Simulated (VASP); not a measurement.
# LiF (Fm-3m) in VASP: settings compared, part 2 of 2

VASP 6.6.1. Earlier steps stand in the parts before.

## 4. Single point, PBEsol

INCAR

```
  ALGO = Normal
  EDIFF = 1E-6
  ENCUT = 520
  GGA = PS
  ISIF = 2
  ISMEAR = 0
  LASPH = True
  LCHARG = True
  LELF = True
  LREAL = False
  LVHAR = True
  LWAVE = False
  NELM = 80
  PREC = Accurate
  SIGMA = 0.02
```

KPOINTS

```
k-points
0
Gamma
  10 10 10
```

POSCAR

```
LiF
1.0
    0.0000000000      2.0417135700      2.0417135700
    2.0417135700      0.0000000000      2.0417135700
    2.0417135700      2.0417135700      0.0000000000
Li F
1 1
Direct
    0.0000000000      0.0000000000      0.0000000000
    0.5000000000      0.5000000000      0.5000000000
```

Potentials or basis: VASP PAW PBE potentials, release 64 (Li_sv, F).

Started as:

```
$ cat potpaw_PBE.64/Li_sv/POTCAR potpaw_PBE.64/F/POTCAR > POTCAR
$ mpirun -np 1 vasp_std > vasp.out
```

OUTCAR:

```text
EDIFF = 1E-6
   ENCUT = 520
   GGA = PS
   ISIF = 2
   ISMEAR = 0
   LASPH = True
   LREAL = False
   NELM = 80
   PREC = Accurate

 ion  position               nearest neighbor table
   1  0.000  0.000  0.000-   2 2.04   2 2.04   2 2.04   2 2.04   2 2.04   2 2.04
   2  0.500  0.500  0.500-   1 2.04   1 2.04   1 2.04   1 2.04   1 2.04   1 2.04

  LATTYP: Found a face centered cubic cell.
 ALAT       =     4.0834271400

  Lattice vectors:

 A1 = (   0.0000000000,   2.0417135700,   2.0417135700)
 A2 = (   2.0417135700,   0.0000000000,   2.0417135700)
 A3 = (   2.0417135700,   2.0417135700,   0.0000000000)

Analysis of symmetry for initial positions (statically):
=====================================================================
 Subroutine PRICEL returns:
 Original cell was already a primitive cell.

 Routine SETGRP: Setting up the symmetry group for a
 face centered cubic supercell.

 Subroutine GETGRP returns: Found 48 space group operations
 (whereof 48 operations were pure point group operations)
 out of a pool of 48 trial point group operations.

The static configuration has the point symmetry O_h .

Analysis of symmetry for dynamics (positions and initial velocities):
=====================================================================
 Subroutine PRICEL returns:
 Original cell was already a primitive cell.

 Routine SETGRP: Setting up the symmetry group for a
 face centered cubic supercell.

 Subroutine GETGRP returns: Found 48 space group operations
 (whereof 48 operations were pure point group operations)
 out of a pool of 48 trial point group operations.

The dynamic configuration has the point symmetry O_h .

 Subroutine INISYM returns: Found 48 space group operations
 (whereof 48 operations are pure point group operations),
 and found     1 'primitive' translations

----------------------------------------------------------------------------------------

                                     Primitive cell

  volume of cell :      17.0222

  direct lattice vectors                    reciprocal lattice vectors
     0.000000000  2.041713570  2.041713570    -0.244892333  0.244892333  0.244892333
     2.041713570  0.000000000  2.041713570     0.244892333 -0.244892333  0.244892333
     2.041713570  2.041713570  0.000000000     0.244892333  0.244892333 -0.244892333

  length of vectors
     2.887419021  2.887419021  2.887419021     0.424165964  0.424165964  0.424165964

  position of ions in fractional coordinates (direct lattice)
     0.000000000  0.000000000  0.000000000
     0.500000000  0.500000000  0.500000000

  ion indices of the primitive-cell ions
   primitive index   ion index
                 1           1
                 2           2

----------------------------------------------------------------------------------------

 KPOINTS: k-points

Automatic generation of k-mesh.
 Grid dimensions read from file:
 generate k-points for:   10   10   10

 Generating k-lattice:

  Cartesian coordinates                     Fractional coordinates (reciprocal lattice)
    -0.024489233  0.024489233  0.024489233     0.100000000  0.000000000  0.000000000
     0.024489233 -0.024489233  0.024489233     0.000000000  0.100000000  0.000000000
     0.024489233  0.024489233 -0.024489233     0.000000000  0.000000000  0.100000000

  Length of vectors
     0.042416596  0.042416596  0.042416596

  Shift w.r.t. Gamma in fractional coordinates (k-lattice)
     0.000000000  0.000000000  0.000000000

 Subroutine IBZKPT returns following result:
 ===========================================

 Found     47 irreducible k-points:

 Following reciprocal coordinates:
            Coordinates               Weight
  0.000000  0.000000  0.000000      1.000000
  0.100000  0.000000  0.000000      8.000000
  0.200000  0.000000  0.000000      8.000000
  0.300000  0.000000  0.000000      8.000000
  0.400000  0.000000  0.000000      8.000000
  0.500000  0.000000  0.000000      4.000000
[... 16 lines left out ...]
  0.300000  0.300000  0.000000      6.000000
  0.400000  0.300000  0.000000     24.000000
 [... further k-points ...]
   k-points           NKPTS =     47   k-points in BZ     NKDIM =     47   number of bands    NBANDS=      9
   number of dos      NEDOS =    301   number of ions     NIONS =      2
   total plane-waves  NPLWV =  13824
   dimension x,y,z NGX =    24 NGY =   24 NGZ =   24
   dimension x,y,z NGXF=    48 NGYF=   48 NGZF=   48
   ions per type =               1   1
   NGX,Y,Z   is equivalent  to a cutoff of  13.82, 13.82, 13.82 a.u.
   NGXF,Y,Z  is equivalent  to a cutoff of  27.64, 27.64, 27.64 a.u.
 SYSTEM =  unknown system
   PREC   = accura    normal or accurate (medium, high low for compatibility)
   ISTART =      0    job   : 0-new  1-cont  2-samecut
   ICHARG =      2    charge: 1-file 2-atom 10-const
   ISPIN  =      1    spin polarized calculation?
   LNONCOLLINEAR =      F non collinear calculations
   LSORBIT =      F    spin-orbit coupling
   LASPH  =      T    aspherical Exc in radial PAW
   ENCUT  =  520.0 eV  38.22 Ry    6.18 a.u.   5.37  5.37  5.37*2*pi/ulx,y,z
   NELM   =     80;   NELMIN=  2; NELMDL= -5     # of ELM steps
   EDIFF  = 0.1E-05   stopping-criterion for ELM
   LREAL  =      F    real-space projection
   EDIFFG = 0.1E-04   stopping-criterion for IOM
   NSW    =      0    number of steps for IOM
   IBRION =     -1    ionic relax: 0-MD 1-quasi-New 2-CG
   NFREE  =      0    steps in history (QN), initial steepest desc. (CG)
   ISIF   =      2    stress and relaxation
   ISYM   =      2    0-nonsym 1-usesym 2-fastsym
   POTIM  = 0.5000    time-step for ionic-motion
   TEBEG  =    0.0;   TEEND  =   0.0 temperature during run
   PSTRESS=    0.0 pullay stress
   NELECT =      10.0000    total number of electrons
   NUPDOWN=      -1.0000    fix difference up-down
   EMIN   =  10.00;   EMAX   =-10.00  energy-range for DOS
   EFERMI =   0.00;   METHOD = LEGACY
   ISMEAR =     0;   SIGMA  =   0.02  broadening in eV -4-tet -1-fermi 0-gaus
   EFERMI_NEDOS =   21; number of points for ismear=-14 and -15
   IALGO  =     38    algorithm
   IMIX   =      4    mixing-type and parameters
     AMIX     =   0.40;   BMIX     =  1.00
     AMIX_MAG =   1.60;   BMIX_MAG =  1.00
  volume/ion in A,a.u.               =       8.51        57.44
  Fermi-wavevector in a.u.,A,eV,Ry     =   1.371103  2.591009 25.577904  1.879923
  Thomas-Fermi vector in A             =   2.496830
   LORBIT       =      0    0 simple, 1 ext, 2 COOP (PROOUT), +10 PAW based schemes
   GGA     = PS    functional components
   LHFCALC =     F    Hartree Fock is set to
   AEXX    =    0.0000 exact exchange contribution
   IVDW    =     0    specifies the selected vdW correction
   LEPSILON=     F    determine dielectric tensor
   LRPA    =     F    only Hartree local field effects (RPA)
 non-spin polarized calculation
 Gauss-broadening in eV      SIGMA  =   0.02
  energy-cutoff  :      520.00
  volume of cell :       17.02
 maximum number of plane-waves:       471
 NGX is ok and might be reduce to    24
   NGX = 11   NGY = 11   NGZ = 11

 number of electron      10.0000000 magnetization

 number of electron       9.9999995 magnetization

 Free energy of the ion-electron system (eV)
  ---------------------------------------------------
  ext. energy  EPLUGINS =         0.00000000
  ---------------------------------------------------
  free energy    TOTEN  =        -9.84275741 eV

  energy without entropy =       -9.84275741  energy(sigma->0) =       -9.84275741

 E-fermi :  -1.1555     XC(G=0):  -9.9978

 val. band max:       -1.3470827536   @ k =   0.0000   0.0000   0.0000
 cond. band min:       7.2183926600   @ k =   0.0000   0.0000   0.0000
 fundamental gap:      8.5654754136
 Fermi energy:        -1.1555258161

 k-point     1 :       0.0000    0.0000    0.0000
  band No.  band energies     occupation
      1     -41.6506      2.00000
      2     -21.1005      2.00000
      3      -1.3471      2.00000
      4      -1.3471      2.00000
      5      -1.3471      2.00000
      6       7.2184      0.00000
      7      21.9625      0.00000
      8      21.9625      0.00000
      9      21.9626      0.00000
[... 265 lines left out ...]
 k-point    24 :       0.4000    0.3000    0.0000
  band No.  band energies     occupation
      1     -41.5957      2.00000
      2     -20.6060      2.00000
      3      -3.5836      2.00000
      4      -2.1811      2.00000
      5      -2.0732      2.00000
      6      11.1946      0.00000
      7      14.9411      0.00000
      8      16.6352      0.00000
      9      18.2226      0.00000

 [... further k-points ...]
[... 5 lines left out ...]
  --------------------------------------------------------------------------------------
  -------------------------------------------------------------------------------------
  Total       -0.4128018     -0.4128018     -0.4128018      0.0000000      0.0000000     -0.0000000
  in kB      -38.8541821    -38.8541821    -38.8541821      0.0000000      0.0000000     -0.0000000
  external PRESSURE =     -38.8541821 kB  Pullay stress =       0.0000000 kB

 VOLUME and BASIS-vectors are now :
 -----------------------------------------------------------------------------
  energy-cutoff  :      520.00
  volume of cell :       17.02
      direct lattice vectors                 reciprocal lattice vectors
     0.000000000  2.041713570  2.041713570    -0.244892333  0.244892333  0.244892333
     2.041713570  0.000000000  2.041713570     0.244892333 -0.244892333  0.244892333
     2.041713570  2.041713570  0.000000000     0.244892333  0.244892333 -0.244892333

 POSITION                                       TOTAL-FORCE (eV/Angst)
 -----------------------------------------------------------------------------------
      0.00000      0.00000      0.00000        -0.000000     -0.000000      0.000000
      2.04171      2.04171      2.04171         0.000000      0.000000     -0.000000
 -----------------------------------------------------------------------------------
    total drift:                               -0.000000     -0.000000      0.000000

  FREE ENERGIE OF THE ION-ELECTRON SYSTEM (eV)
  ---------------------------------------------------
  free  energy   TOTEN  =        -9.8427574122 eV

  energy  without entropy=       -9.8427574122  energy(sigma->0) =       -9.84275741
```

OSZICAR:

```text
N       E                     dE             d eps       ncg     rms          rms(c)
DAV:   1     0.295162110835E+02    0.29516E+02   -0.55411E+03   878   0.111E+03
DAV:   2    -0.931936403437E+01   -0.38836E+02   -0.38511E+02   929   0.204E+02
DAV:   3    -0.102639104461E+02   -0.94455E+00   -0.94317E+00  1109   0.294E+01
DAV:   4    -0.102709243664E+02   -0.70139E-02   -0.70135E-02  1124   0.251E+00
DAV:   5    -0.102709459616E+02   -0.21595E-04   -0.21595E-04  1165   0.948E-02    0.408E+00
DAV:   6    -0.984214965983E+01    0.42880E+00   -0.23274E+00   860   0.117E+01    0.144E+00
DAV:   7    -0.984005955751E+01    0.20901E-02   -0.15666E-02  1178   0.147E+00    0.845E-01
DAV:   8    -0.984263068409E+01   -0.25711E-02   -0.13499E-02  1200   0.159E+00    0.968E-02
DAV:   9    -0.984272097117E+01   -0.90287E-04   -0.92296E-04   918   0.329E-01    0.429E-02
DAV:  10    -0.984275659921E+01   -0.35628E-04   -0.15010E-04   974   0.113E-01    0.363E-03
DAV:  11    -0.984275741224E+01   -0.81303E-06   -0.18275E-06  1115   0.171E-02
   1 F= -.98427574E+01 E0= -.98427574E+01  d E =-.550470E-44
```

It took 14 s on 1 thread of Intel Xeon Platinum 8375C at 2.90GHz (Ice Lake), shared host; peak memory 0.13 GiB.

What came out:

| Quantity | Value |
| --- | --- |
| Free energy | -9.8428 eV |
| Band gap on the k mesh | 8.57 eV, direct |

Caveat: the cutoff is under 1.25 times the usual one of these potentials, so pressure, stress and relaxed cells hold a basis-set (Pulay) error; the PAW data sets were made with another functional, which shifts forces and pressure a little. Expect the measured gap to be larger: semilocal functionals such as PBEsol lack the derivative discontinuity.

## 5. Relaxation of cell and atoms, PBEsol

INCAR

```
PREC = Accurate
ENCUT = 580
EDIFF = 1E-7
ISMEAR = 0
SIGMA = 0.02
LREAL = False
LASPH = True
NELM = 80
ALGO = Normal
ISIF = 3
LWAVE = False
LCHARG = False
GGA = PS
IBRION = 2
NSW = 90
EDIFFG = -0.005
```

KPOINTS

```
regular mesh
0
Gamma
  10 10 10
```

POSCAR is that of step 4.

Potentials or basis: VASP PAW PBE potentials, release 64 (Li, F).

Started as:

```
$ cat potpaw_PBE.64/Li/POTCAR potpaw_PBE.64/F/POTCAR > POTCAR
$ mpirun -np 1 vasp_std > vasp.out
```

Wall time 20 s (1 thread of Intel Xeon Platinum 8375C at 2.90GHz (Ice Lake), shared host); peak memory 0.13 GiB.

Results (log left out):

```
Free energy                            : -9.8434 eV
Relaxed volume                         : 8.03 Å³/atom
Relaxed cell                           : a = 2.832 Å, b = 2.832 Å, c = 2.832 Å, α = 60.00°, β = 60.00°, γ = 60.00°
Space group after relaxing (to 0.05 Å) : Fm-3m (No. 225)
Energy gained by relaxing              : 5.8 meV/atom
Ionic steps                            : 4
Pressure after relaxing                : 0.0 GPa
Band gap on the k mesh                 : 9.07 eV, direct
```

Step by step:
```tsv
step	energy change (eV)	largest force (eV/Å)	pressure (GPa)	volume (Å³)
1	0.0000	0.0000	-3.70	17.02
2	-0.0086	0.0000	-1.99	16.54
3	-0.0116	0.0000	-0.16	16.10
4	-0.0116	0.0000	0.01	16.07
```

Final structure:
```
Li F
1.0
     0.00000    2.00278    2.00278
     2.00278    0.00000    2.00278
     2.00278    2.00278    0.00000
Li F
1 1
Direct
  0.00000 0.00000 0.00000
  0.50000 0.50000 0.50000
```

Levels at points of the mesh, in eV from the valence-band top:
| k point | band 2 | band 3 | band 4 | band 5 | band 6 | band 7 |
| --- | --- | --- | --- | --- | --- | --- |
| (0.00, 0.00, 0.00) | 0.00 | 0.00 | 0.00 | 9.07 | 24.28 | 24.28 |
| (0.50, 0.00, 0.00) | -2.62 | -0.24 | -0.24 | 10.67 | 16.75 | 18.95 |
| (0.50, 0.50, 0.00) | -3.12 | -1.03 | -1.03 | 14.80 | 16.27 | 17.53 |

Caveat: the PAW data sets were made with another functional, which shifts forces and pressure a little.

## 6. Relaxation of cell and atoms, PBEsol

INCAR: that of step 5 with these lines changed.

```diff
@@ -1,3 +1,3 @@
 PREC = Accurate
-ENCUT = 580
+ENCUT = 480
 EDIFF = 1E-7
```

KPOINTS is that of step 5.

POSCAR is that of step 5.

Potentials or basis: VASP PAW PBE potentials, release 64 (Li_sv, F_s).

Started as:

```
$ cat potpaw_PBE.64/Li_sv/POTCAR potpaw_PBE.64/F_s/POTCAR > POTCAR
$ mpirun -np 1 vasp_std > vasp.out
```

Wall time 32 s (1 thread of Intel Xeon Platinum 8375C at 2.90GHz (Ice Lake), shared host); peak memory 0.13 GiB.

The run converged, but a check on its numbers failed (symmetry, net force, bounds or a known fault of this set-up), so they aren't taken as properties of the crystal.

Caveat: the cutoff lies under the usual one of these potentials, so the numbers hold a large basis-set error; the PAW data sets were made with another functional, which shifts forces and pressure a little.

## 7. Relaxation of cell and atoms, RPBE

INCAR: that of step 6 with these lines changed.

```diff
@@ -1,3 +1,3 @@
 PREC = Accurate
-ENCUT = 480
+ENCUT = 600
 EDIFF = 1E-7
@@ -12,3 +12,3 @@
 LCHARG = False
-GGA = PS
+GGA = RP
 IBRION = 2
```

KPOINTS is that of step 6.

POSCAR is that of step 6.

Potentials or basis: VASP PAW PBE potentials, release 64 (Li_sv, F).

Started as:

```
$ cat potpaw_PBE.64/Li_sv/POTCAR potpaw_PBE.64/F/POTCAR > POTCAR
$ mpirun -np 1 vasp_std > vasp.out
```

It took 22 s on 1 thread of Intel Xeon Platinum 8375C at 2.90GHz (Ice Lake), shared host; peak memory 0.13 GiB.

It converged, with:

```
Free energy                            : -9.2315 eV
Relaxed volume                         : 8.83 Å³/atom
Relaxed cell                           : a = 2.923 Å, b = 2.923 Å, c = 2.923 Å, α = 60.00°, β = 60.00°, γ = 60.00°
Space group after relaxing (to 0.05 Å) : Fm-3m (No. 225)
Energy gained by relaxing              : 2.2 meV/atom
Ionic steps                            : 3
Pressure after relaxing                : 0.0 GPa
Band gap on the k mesh                 : 8.70 eV, direct
```

Step by step:
| step | energy change (eV) | largest force (eV/Å) | pressure (GPa) | volume (Å³) |
| --- | --- | --- | --- | --- |
| 1 | 0.0000 | 0.0000 | 2.31 | 17.02 |
| 2 | -0.0033 | 0.0000 | 1.15 | 17.33 |
| 3 | -0.0044 | 0.0000 | -0.01 | 17.66 |

Final structure:
```
CELL_PARAMETERS angstrom
0.00000 2.06684 2.06684
2.06684 0.00000 2.06684
2.06684 2.06684 0.00000
ATOMIC_POSITIONS crystal
Li 0.00000 0.00000 0.00000
F 0.50000 0.50000 0.50000
```

Levels at points of the mesh, in eV from the valence-band top:
```csv
k point,band 1,band 2,band 3,band 4,band 5,band 6,band 7,band 8,band 9
"(0.00, 0.00, 0.00)",-41.43,-19.88,0.00,0.00,0.00,8.70,23.41,23.41,23.41
"(0.50, 0.00, 0.00)",-41.39,-19.51,-2.25,-0.20,-0.20,10.66,16.11,18.62,18.62
"(0.50, 0.50, 0.00)",-41.38,-19.30,-2.63,-0.87,-0.87,14.38,16.38,16.81,19.69
```

Caveat: the cutoff is under 1.25 times the usual one of these potentials, so pressure, stress and relaxed cells hold a basis-set (Pulay) error; the PAW data sets were made with another functional, which shifts forces and pressure a little. A hybrid or GW would open this gap; RPBE tends to underestimate it.

## 8. The runs side by side

```csv
task,level,potentials or basis,cell,k mesh,cutoff (eV),mesh quality,gap on the mesh (eV),pressure (GPa),relaxed volume (Å³/atom)
relaxation of cell and atoms,PBEsol,"VASP PAW PBE potentials, release 64 (Li_sv, F)",relaxed,4 × 4 × 4,600,coarse,9.11,-0.1,7.99
single point,PBEsol,"VASP PAW PBE potentials, release 64 (Li_sv, F)",as given,10 × 10 × 10,520,not flagged,8.57,-,-
relaxation of cell and atoms,PBEsol,"VASP PAW PBE potentials, release 64 (Li, F)",relaxed,10 × 10 × 10,580,not flagged,9.07,0.0,8.03
relaxation of cell and atoms,RPBE,"VASP PAW PBE potentials, release 64 (Li_sv, F)",relaxed,10 × 10 × 10,600,not flagged,8.70,0.0,8.83
```

Alike in all rows: no spin polarisation; smearing gaussian 0.02 eV.

Caveats: some runs use coarse meshes; the PAW data sets were made with another functional, which shifts forces and pressure a little; the cutoff is under 1.25 times the usual one of these potentials, so pressure, stress and relaxed cells hold a basis-set (Pulay) error (some runs).

Total energies depend on the potentials used, so only differences within one code and one set of settings carry meaning.
